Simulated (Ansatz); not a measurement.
# A vibration from a frozen displacement in SrO

Computed with DFT PBE, scalar-relativistic, plane waves, PAW in Ansatz. The runs took a 420 eV cutoff, a Γ-centred 8×8×8 mesh and Gaussian smearing (0.05 eV). No spin polarisation. Energies are free energies at this smearing, counted from the undisturbed cell; pressure is positive in compression.

The starting cell (as given, not relaxed at this level; it stands at 2.9 GPa):

```
CELL_PARAMETERS angstrom
0.00000 2.56980 2.56980
2.56980 0.00000 2.56980
2.56980 2.56980 0.00000
ATOMIC_POSITIONS crystal
Sr 0.00000 0.00000 0.00000
O 0.50000 0.50000 0.50000
```

Every Sr atom is moved by x along the Cartesian unit vector (0.000, 0.000, -1.000); the cell and all other atoms stay fixed. The cell's volume is 33.94 Å³; the moved atoms weigh 87.620 u together and the others 15.999 u. Some rows repeat others by symmetry and weren't run.

| x (Å) | ΔE (meV/cell) | total force on the moved atoms along the move (eV/Å) | pressure (GPa) |
| --- | --- | --- | --- |
| -0.5000 | 537.55 | 3.2235 | 12.0830 |
| -0.4375 | 363.67 | 2.3745 | 9.4983 |
| -0.3750 | 236.90 | 1.7104 | 7.4560 |
| -0.3125 | 146.71 | 1.1984 | 5.8832 |
| -0.2500 | 84.51 | 0.8102 | 4.7119 |
| -0.1875 | 43.39 | 0.5201 | 3.8794 |
| -0.1250 | 17.95 | 0.3044 | 3.3309 |
| -0.0625 | 4.29 | 0.1393 | 3.0218 |
| 0.0000 | 0.00 | 0.0000 | 2.9223 |
| 0.0625 | 4.29 | -0.1393 | 3.0218 |
| 0.1250 | 17.95 | -0.3044 | 3.3309 |
| 0.1875 | 43.39 | -0.5201 | 3.8794 |
| 0.2500 | 84.51 | -0.8102 | 4.7119 |
| 0.3125 | 146.71 | -1.1984 | 5.8832 |
| 0.3750 | 236.90 | -1.7104 | 7.4560 |
| 0.4375 | 363.67 | -2.3745 | 9.4983 |
| 0.5000 | 537.55 | -3.2235 | 12.0830 |

Problem. What frequency belongs to this motion?

Solution. The force constant is k = −dF/dx = 2.229 eV/Å², from the parabola through x = -0.0625, 0 and 0.0625. In every cell the moved atoms swing against the rest, so the mass is μ = m₁m₂/(m₁ + m₂) = 13.529 u, and ν̃ = 521.5 cm⁻¹ × √(|k|/μ) = 212 cm⁻¹, at this cell's pressure of 2.9 GPa. To first order in x, and within 1 %, the force on every atom lies along the move and, within each of the two groups, in proportion to the atom's mass, so this is itself a mode at the zone centre of this cell, taken without macroscopic field (the transverse frequency in a polar insulator).

Problem. How far does the harmonic law reach?

Solution. At x = -0.500 Å, kx²/2 = 278.60 meV against the computed 537.55 meV (+92.9 %): the well stiffens in this direction at large amplitude.

Problem. The pressure changes with x². What does that say about the frequency under compression?

Solution. With E = k(V)x²/2, k ∝ V^(−2γ) and x scaling with the cell as V^(1/3), P − P0 = −∂E/∂V = (2γ − 2/3) ΔE/V. At x = 0.1250 Å, V(P − P0) = 33.94 × 0.40859 / 160.2 eV = 86.56 meV and ΔE = 17.95 meV, so γ = 1/3 + V(P − P0)/(2ΔE) = 2.74. This is the Grüneisen parameter of the motion under uniform scaling of the cell: shrinking the cell evenly by 1 % in volume raises the frequency by about 2.74 %.